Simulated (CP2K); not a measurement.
## Equation of state of Nb3Sn under PBE

```
CELL_PARAMETERS angstrom
5.28210 0.00000 0.00000
0.00000 5.28210 0.00000
0.00000 0.00000 5.28210
ATOMIC_POSITIONS crystal
Sn 0.50000 0.50000 0.50000
Sn 0.00000 0.00000 0.00000
Nb 0.00000 0.50000 0.25000
Nb 0.00000 0.50000 0.75000
Nb 0.50000 0.25000 0.00000
Nb 0.75000 0.00000 0.50000
Nb 0.50000 0.75000 0.00000
Nb 0.25000 0.00000 0.50000
```

The cell was scaled at fixed shape and fractions and run with CP2K, POTENTIAL_UZH Sn GTH-PBE-q4, Nb GTH-PBE-q13; TZVP-MOLOPT-PBE-GTH basis; PBE, k mesh 5 × 5 × 5 on the cell of 8 atoms, fermi-dirac occupations of 0.05 eV, no spin polarisation, no spin-orbit coupling. Energies are those that the program minimises, any entropy of the smearing included. For a metal such a mesh isn't converged to the digits shown.

```tsv
V (Å³/atom)	energy over the lowest row (meV/atom)
17.3164	93.54
17.6848	55.92
18.0533	28.74
18.4217	10.96
18.7901	?
19.1586	0.00
19.5270	5.25
```

Fit the third-order Birch-Murnaghan form, give V0, B0 and B′, and predict the energy left open.

With y = (V0/V)^(2/3), E = E0 + (9 V0 B0/16) [(y - 1)³ B′ + (y - 1)² (6 - 4y)]. Least squares through the rows shown give V0 = 19.0577 Å³/atom, E0 = -0.26 meV, B0 = 159.5 GPa (1 eV/Å³ = 160.218 GPa) and B′ = 4.30, with a largest miss of 0.01 meV. At V = 18.7901 the form with these constants gives 1.66 meV; the run gave 1.65 meV an atom. Measured volume: 18.54 Å³/atom (a printed reference work), so the fit lies +2.8 % from it. The runs are for a static lattice.
